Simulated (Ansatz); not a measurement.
Relaxed-ion elastic tensor of CoPt (L1₀ or tetragonal B2, P4/mmm) in GPa (Voigt order), plane-wave PAW PBE (Ansatz code); density 15.60 g/cm³, 13.52 Å³ per atom.

```json
[
 {"": "1", "1": "415", "2": "95.0", "3": "161", "4": "0.0", "5": "0.0", "6": "0.0"},
 {"": "2", "1": "95.0", "2": "415", "3": "161", "4": "0.0", "5": "0.0", "6": "0.0"},
 {"": "3", "1": "161", "2": "161", "3": "303", "4": "0.0", "5": "0.0", "6": "0.0"},
 {"": "4", "1": "0.0", "2": "0.0", "3": "0.0", "4": "129", "5": "0.0", "6": "0.0"},
 {"": "5", "1": "0.0", "2": "0.0", "3": "0.0", "4": "0.0", "5": "129", "6": "0.0"},
 {"": "6", "1": "0.0", "2": "0.0", "3": "0.0", "4": "0.0", "5": "0.0", "6": "66.8"}
]
```

**Question.** Is the crystal mechanically stable?

**Answer.** Yes: the smallest eigenvalue of C is 66.8 GPa.

**Question.** Work out the Voigt, Reuss and Hill averages.

**Answer.** K_V = 218, K_R = 217, K_H = 218; G_V = 113, G_R = 101, G_H = 107 GPa.

**Question.** Give Young's modulus, Poisson's ratio, Pugh's ratio and the universal anisotropy index.

**Answer.** E = 9KG/(3K + G) = 276 GPa; ν = 0.29; K/G = 2.04 (ductile by the Pugh limit of 1.75); A_U = 5G_V/G_R + K_V/K_R − 6 = 0.58.

**Question.** Estimate the sound speeds and the Debye temperature.

**Answer.** v_l = √((K + 4G/3)/ρ) = 4810 m/s, v_t = √(G/ρ) = 2620 m/s, mean 2920 m/s; Θ = (h/k)(3n/4πV)^(1/3) v_m = 365 K.

**Question.** Solve the Christoffel equation for the three sound speeds along x, y, z.

**Answer.** Eigenvalues of C_ijkl n_j n_l equal ρv². In km/s, slowest first: x 2.07, 2.88, 5.16; y 2.07, 2.88, 5.16; z 2.88, 2.88, 4.41.

**Question.** How much does each axis shrink under pressure?

**Answer.** Linear compressibilities β_i = Σ_j S_ij (j = 1 to 3): x 1.4, y 1.4, z 1.8 per TPa.

The PBE relaxation kept the symmetry of its start. Magnetic state: ferromagnetic, chosen from 5 collinear starts compared on coarse meshes (ties went to the first, and starts can fall back to one state), not a proven ground state. Textbook magnetic order: ferromagnetic. As this level gives no gap, shear constants depend on the k-mesh and smearing (Fermi–Dirac, 0.1 eV here). On the denser mesh and wider smearing of the elastic run this cell carries a stress of 0.5 GPa. Scalar-relativistic: spin–orbit coupling is off unless named, which matters more the heavier the elements.

Potentials: the later of the program's two PAW sets.
